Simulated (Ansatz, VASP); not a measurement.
# Two plane-wave programs on Se

File INCAR:

```
PREC = Accurate ; ENCUT = 520
EDIFF = 1E-6 ; ISMEAR = 0
SIGMA = 0.1 ; LREAL = F
LASPH = T ; NELM = 100
ALGO = Normal ; ISIF = 2
LWAVE = F ; LCHARG = F
GGA = CA ; NBANDS = 13
```

The input KPOINTS:

```
Automatic mesh
0
Gamma
  6 6 4
```

Contents of POSCAR:

```
Se
1.0
    1.3942694300     -4.0390027650      0.0000000000
    1.3942694300      4.0390027650      0.0000000000
    0.0000000000      0.0000000000      4.6134314000
Se
2
Direct
    0.9356553200      0.0643446800      0.2500000000
    0.0643446800      0.9356553200      0.7500000000
```

Input for Ansatz:

```yaml
crystal:
  lattice:
    - [1.39426943, -4.039002765, 0.0]
    - [1.39426943, 4.039002765, 0.0]
    - [0.0, 0.0, 4.6134314]
  atoms:
    - { symbol: Se, position: [0.93565532, 0.06434468, 0.25] }
    - { symbol: Se, position: [0.06434468, 0.93565532, 0.75] }
basis:
  ecutwfc: "38 Ry"
kpoints:
  mp_grid: { grid: [6, 6, 4] }
hamiltonian:
  xc: lda
scf:
  occupations: { method: gaussian, width: 0.1 }
  lower_state_search: "off"
output:
  forces: true
  stress: true
  eigenvalues: true
```

Alike in both runs: task single point; functional LDA; k mesh 6 × 6 × 4; occupations gaussian, width 0.1 eV; no spin polarisation.

|  | VASP | Ansatz |
| --- | --- | --- |
| version | VASP 6.6.1 | Ansatz 0.2.0 |
| potentials or method | VASP PAW LDA potentials, release 64 (Se) | scalar-relativistic, plane waves, PAW |
| plane-wave cutoff (eV) | 520 | 517 |
| valence electrons in the cell | 12 | 32 |

```tsv
	VASP	Ansatz	Ansatz less VASP
gap on the k mesh at the Fermi level (eV)	none	none	-
pressure (GPa)	-2.5	-2.6	-0.14
largest component of the traceless stress (GPa)	3.68	3.69	+0.011
rms of the force components (eV/Å)	0.233	0.241	+0.0080
```

Atom by atom the forces differ by 0.008 eV/Å (rms over components). A gap of «none» marks a metal or a gap that the smearing closes. The two sets of potentials don't hold the same shells in valence.

Caveats: the k mesh is coarse (spacing up to 0.40 Å⁻¹), so the values aren't converged.
